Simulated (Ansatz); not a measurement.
System: zinc-blende AlSb. Method: r²SCAN50 (Ansatz, a quantum-chemistry and plane-wave program, PAW).

Run with plane-wave cutoff 520 eV, 8×8×8 k mesh, Fermi–Dirac smearing 0.01 eV, scalar-relativistic PAW data made under PBE.

The cell is scaled about its equilibrium volume:

```csv
V (Å³/atom),P (GPa),direct gap at Γ (eV),smallest gap on the k mesh (eV)
26.972,4.14,5.189,3.500
27.681,2.14,4.924,3.546
28.391,0.38,4.668,3.587
29.323,-1.62,4.342,3.636
29.811,-2.54,4.177,3.659
```

The fundamental gap (3.58 eV at the equilibrium volume, with added k points) lies elsewhere than Γ–Γ.

Measured, for comparison: band gap 1.73 eV (zero-point renormalisation of 35 meV (experimental, the table's column) added back here, indirect; inputs from Miglio et al. (2020), arXiv:2011.12765).

Spin–orbit coupling is not included; with these elements it can move the gap by several tenths of an eV or more.
